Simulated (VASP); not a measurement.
Input of a VASP 6.6.1 run:

File POSCAR:

```
AlN
1.0
    0.0000000000      2.1839935596      2.1839935596
    2.1839935596      0.0000000000      2.1839935596
    2.1839935596      2.1839935596      0.0000000000
Al N
1 1
Direct
    0.0000000000      0.0000000000      0.0000000000
    0.2500000000      0.2500000000      0.2500000000
```

INCAR.step1

```
ALGO = Normal
EDIFF = 1E-5
ENCUT = 520
GGA = PE
ISIF = 2
ISMEAR = 0
KPAR = 4
LASPH = T
LCHARG = F
LREAL = F
LWAVE = T
NELM = 100
PREC = Accurate
SIGMA = 0.02
```

INCAR.step2

```
AEXX = 0.25
ALGO = Normal
EDIFF = 1E-6
ENCUT = 520
GGA = PE
HFRCUT = -1
ISIF = 2
ISMEAR = 0
ISTART = 1
KPAR = 4
LASPH = T
LCHARG = F
LHFCALC = T
LREAL = F
LWAVE = F
NELM = 100
PREC = Accurate
PRECFOCK = Fast
SIGMA = 0.02
```

Contents of KPOINTS:

```
k-points
0
Gamma
  8 8 8
```

Contents of KPOINTS_OPT:

```
path GXWKGLUWLK,UX
8
line-mode
reciprocal
 0.0000000000  0.0000000000  0.0000000000  G
 0.5000000000  0.0000000000  0.5000000000  X

 0.5000000000  0.0000000000  0.5000000000  X
 0.5000000000  0.2500000000  0.7500000000  W

 0.5000000000  0.2500000000  0.7500000000  W
 0.3750000000  0.3750000000  0.7500000000  K

 0.3750000000  0.3750000000  0.7500000000  K
 0.0000000000  0.0000000000  0.0000000000  G

 0.0000000000  0.0000000000  0.0000000000  G
 0.5000000000  0.5000000000  0.5000000000  L

 0.5000000000  0.5000000000  0.5000000000  L
 0.6250000000  0.2500000000  0.6250000000  U

 0.6250000000  0.2500000000  0.6250000000  U
 0.5000000000  0.2500000000  0.7500000000  W

 0.5000000000  0.2500000000  0.7500000000  W
 0.5000000000  0.5000000000  0.5000000000  L

 0.5000000000  0.5000000000  0.5000000000  L
 0.3750000000  0.3750000000  0.7500000000  K

 0.6250000000  0.2500000000  0.6250000000  U
 0.5000000000  0.0000000000  0.5000000000  X
```

Potentials or basis: VASP PAW PBE potentials, release 64 (Al, N).

Launch:

```console
$ cat potpaw_PBE.64/Al/POTCAR potpaw_PBE.64/N/POTCAR > POTCAR
$ cp INCAR.step1 INCAR
$ mpirun -np 4 vasp_std > vasp.out
$ cp INCAR.step2 INCAR
$ mpirun -np 4 vasp_std > vasp.out
```

(1) What does it give for the pressure?

(2) Estimate the band gap on the k mesh.

(3) Estimate the band gap along the path.

Results:

(1) -0.5 GPa.

(2) 5.29 eV, indirect (least direct gap 6.28 eV).

(3) 5.29 eV, indirect (least direct gap 6.28 eV).

Caveat: the PAW data sets were made with another functional, which shifts forces and pressure a little.
